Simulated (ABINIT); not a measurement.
TaN: band structure with r2SCAN

Crystal: TaN.

```
Ta N
1.0
     0.00000    2.21132    2.21132
     2.21132    0.00000    2.21132
     2.21132    2.21132    0.00000
Ta N
1 1
Direct
  0.50000 0.50000 0.50000
  0.00000 0.00000 0.00000
```

The cell comes from a database or a generator and needn't be the stable form of this composition.

```json
{
 "Program": "ABINIT 10.8.3 (patched build)",
 "Task": "band structure",
 "Functional": "r2SCAN",
 "Potentials or basis": "JTH PAW PBE v2.0",
 "Cutoff": "844 eV",
 "k mesh": "10 × 10 × 10",
 "Occupations": "fermi-dirac, width 0.05 eV",
 "Spin": "no spin polarisation",
 "Fine-grid cutoff": "1442.2 eV"
}
```

The pressure is -3.9 GPa. The band gap on the k mesh is none (metal or under the smearing width) and the valence electrons inside the program's atomic spheres are Ta 10.69; N 2.55.

Levels at the corners of the path, in eV from the Fermi level:
| point | band 5 | band 6 | band 7 | band 8 | band 9 | band 10 | band 11 | band 12 | band 13 | band 14 |
| --- | --- | --- | --- | --- | --- | --- | --- | --- | --- | --- |
| Γ | -19.86 | -4.11 | -4.11 | -4.11 | -2.14 | -2.14 | -2.14 | 0.11 | 0.11 | 1.60 |
| X | -18.64 | -7.06 | -5.52 | -4.97 | -4.97 | 2.14 | 3.42 | 3.42 | 4.51 | 7.17 |
| W | -18.01 | -7.75 | -7.13 | -7.13 | -0.22 | -0.22 | 3.44 | 4.03 | 4.64 | 10.37 |
| K | -18.06 | -8.00 | -7.19 | -6.48 | -2.28 | 2.44 | 2.48 | 4.56 | 5.06 | 8.82 |
| Γ | -19.86 | -4.11 | -4.11 | -4.11 | -2.14 | -2.14 | -2.14 | 0.11 | 0.11 | 1.60 |
| L | -16.99 | -10.68 | -7.86 | -7.86 | 1.85 | 1.85 | 1.99 | 3.97 | 7.62 | 7.62 |
| U | -18.06 | -8.00 | -7.19 | -6.48 | -2.28 | 2.44 | 2.48 | 4.56 | 5.06 | 8.82 |
| W | -18.01 | -7.75 | -7.13 | -7.13 | -0.22 | -0.22 | 3.44 | 4.03 | 4.64 | 10.37 |
| L | -16.99 | -10.68 | -7.86 | -7.86 | 1.85 | 1.85 | 1.99 | 3.97 | 7.62 | 7.62 |
| K | -18.06 | -8.00 | -7.19 | -6.48 | -2.28 | 2.44 | 2.48 | 4.56 | 5.06 | 8.82 |

Wall time 55 s on 4 MPI ranks on Intel(R) Xeon(R) 6975P-C (Granite Rapids), on a shared host, peak memory 0.48 GiB a rank.

Caveat: the highest band is partly filled, so the run has too few bands; the PAW data sets were made with another functional, which shifts forces and pressure a little; spin-orbit coupling is left out, which moves the levels of the heavy elements.
